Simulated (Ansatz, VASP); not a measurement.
One calculation of La, two programs

```xyz
2
Lattice="3.7713 0.0000 0.0000 -1.8856 3.2660 0.0000 0.0000 0.0000 6.1099" Properties=species:S:1:pos:R:3 pbc="T T T"
La    0.0000    2.1774    1.5275
La    1.8856    1.0887    4.5824
```

This isn't the form of La at room conditions, which is double hcp.

Alike in both runs: functional PBE; k mesh 15 × 15 × 8; occupations gaussian, width 0.1 eV; no spin polarisation.

Ansatz relaxed the structure, and its values are those at the end. VASP's run is a single point on that final structure, the one shown.

|  | VASP | Ansatz |
| --- | --- | --- |
| version | VASP 6.6.1 | Ansatz 0.2.0 |
| potentials or method | VASP PAW PBE potentials, release 64 (La) | scalar-relativistic, plane waves, PAW |
| plane-wave cutoff (eV) | 520 | 420 |
| valence electrons in the cell | 22 | 22 |

Ansatz gave:

```
gap on the k mesh at the Fermi level (eV) : none
pressure (GPa)                            : 0.0
```

Question: Which values does VASP return?

Answer: gap on the k mesh at the Fermi level (eV): none; pressure (GPa): 0.1.

A gap of «none» marks a metal or a gap that the smearing closes.

Spin-orbit coupling is left out, which matters for the levels of La.
